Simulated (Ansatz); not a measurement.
HF on the (100) surface of Zn, space group P6_3/mmc (No. 194) (top face towards +c; held atoms: 1, 2, 3, 4, 5, 6), one molecule per 25.1 Å². Starting structure (random tilt, lowest atom F over a bridge Zn-Zn site; the molecule's atoms stand last):

```
CELL_PARAMETERS angstrom
5.23551 0.00000 0.00000
0.00000 4.80358 0.00000
0.00000 0.00000 23.69766
ATOMIC_POSITIONS crystal
Zn 0.50000 0.75000 0.33759
Zn 0.00000 0.75000 0.33759
Zn 0.75000 0.25000 0.36947
Zn 0.25000 0.25000 0.36947
Zn 0.75000 0.75000 0.43325
Zn 0.25000 0.75000 0.43325
Zn 0.00000 0.25000 0.46597
Zn 0.50000 0.25000 0.46597
Zn 0.00000 0.75000 0.55171
Zn 0.50000 0.75000 0.55171
Zn 0.25000 0.25000 0.56339
Zn 0.75000 0.25000 0.56339
F 0.75000 0.75000 0.63175
H 0.75247 0.92397 0.64896
```

These are results of DFT PBE+D3(BJ), scalar-relativistic, plane waves, PAW (Ansatz 0.2.0), not measurements. Plane waves to 420 eV, a k mesh through Γ of 4×4×1 on the computed 14-atom cell and Gaussian smearing (0.10 eV); no spin polarisation. The cell repeats along c with a dipole correction in the vacuum.

E_ads is per molecule, from the clean relaxed slab and the free relaxed molecule; negative means bound; no zero-point or thermal terms, forces under 0.04 eV/Å, and the free molecule is spin-polarised where open-shell. Heights count from the highest slab atom.

Q: What does it relax to?

A: E_ads = -0.17 eV; the molecule stays whole. Final structure after 27 steps:

```
Zn F H
1.0
     5.23551    0.00000    0.00000
     0.00000    4.80358    0.00000
     0.00000    0.00000   23.69766
Zn F H
12 1 1
Direct
  0.50000 0.75000 0.33759
  0.00000 0.75000 0.33759
  0.75000 0.25000 0.36947
  0.25000 0.25000 0.36947
  0.75000 0.75000 0.43325
  0.25000 0.75000 0.43325
  0.99989 0.24962 0.46562
  0.50014 0.24952 0.46561
  0.00063 0.80961 0.55041
  0.49941 0.80965 0.55040
  0.25005 0.32081 0.56177
  0.75002 0.31392 0.56272
  0.75033 0.49061 0.67941
  0.74893 0.66243 0.66036
```

Each end is the local minimum that its start leads to.